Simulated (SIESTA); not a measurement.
**PtSe2 (Sudovikovite) under changes of volume**

One of the cells (20.265 Å³/atom); the others are scaled copies at fixed shape and fractional positions:

```
Pt Se
1.0
     3.72400    0.00000    0.00000
    -1.86200    3.22508    0.00000
     0.00000    0.00000    5.06200
Pt Se
1 2
Direct
  0.00000 0.00000 0.00000
  0.66667 0.33333 0.75000
  0.33333 0.66667 0.25000
```

| Property | Result |
| --- | --- |
| Program | SIESTA 5.4.2 |
| Functional | PBEsol |
| Potentials or basis | PseudoDojo 0.4 standard (PBEsol files) |
| Basis | DZP (energy shift 0.003 Ry; two zetas on semicore shells) |
| Grid cutoff | 800 Ry |
| Energy shift | 0.003 Ry |
| k mesh | 8 × 8 × 5 |
| Occupations | fermi-dirac, width 0.05 eV |
| Spin | no spin polarisation |

| volume (Å³/atom) | energy over the lowest point (meV/atom) | pressure (GPa) | largest force (eV/Å) |
| --- | --- | --- | --- |
| 19.049 | 107.03 | 17.5 | 1.970 |
| 19.455 | ? | ? | ? |
| 19.860 | 39.07 | 9.8 | 1.253 |
| 20.265 | 18.57 | 6.5 | 0.936 |
| 20.671 | 5.84 | 3.6 | 0.649 |
| 21.076 | 0.00 | 1.0 | 0.387 |
| 21.481 | 0.33 | -1.3 | 0.139 |

Task: What does the run at 19.455 Å³/atom give?

Result: Energy over the lowest point 68.34 meV/atom; pressure 13.4 GPa; largest force 1.600 eV/Å.

Worked out: A Birch-Murnaghan fit of order 3 (a polynomial in V^(-2/3)) to the other rows has its minimum at 21.25 Å³/atom with B0 = V·E''(V) = 122 GPa and B' = 4.9 at fixed shape and positions, which overstates the stiffness. It gives 68.15 meV/atom at 19.455 Å³/atom, against the run's 68.34, and -dE/dV = 13.4 GPa, against 13.4.

Energies are extrapolated to zero smearing.

Caveats: short orbitals over semicore shells can move pressures by several GPa; the basis of atomic orbitals isn't converged, which shifts pressures, moduli and gaps; forces of over 1 eV/Å show positions far from the minimum, so gaps and moduli don't describe the material at rest (some runs).
